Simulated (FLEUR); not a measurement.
HfO2:

```
Hf O
1.0
     3.55802    0.00000    0.00000
     0.00000    3.55802    0.00000
     0.00000    0.00000    5.17186
Hf O
2 4
Direct
  0.00000 0.00000 0.00000
  0.50000 0.50000 0.50000
  0.00000 0.50000 0.19721
  0.50000 0.00000 0.30279
  0.50000 0.00000 0.80279
  0.00000 0.50000 0.69721
```

Measurements of this composition are mostly on another form, of space group No. 14.

Base run:

```yaml
Program: FLEUR MaX-R8.1 (later development tree)
Functional: PBEsol
Potentials_or_basis: all-electron
Basis: FLAPW
Kmax: 5.26 1/bohr
k_mesh: 8 × 8 × 5
Occupations: fermi-dirac, width 0.05 eV
Spin: no spin polarisation
```

Its results: band gap on the k mesh 4.64 eV, indirect (least direct gap 4.71 eV).

Problem. The run is repeated on the same cell with these changes: functional from PBEsol to r2SCAN. What comes out?

Solution. Band gap on the k mesh 5.31 eV, indirect (least direct gap 5.37 eV).

r2SCAN gives the wider gap, since meta-GGAs in the generalised Kohn-Sham scheme recover part of the derivative discontinuity.

Caveats: spin-orbit coupling is left out, which moves the levels of the heavy elements; the meta-GGA is that of a development version, with a GGA for the radial functions and cores and without core tails (some runs).

Not every run made on this cell is shown here.
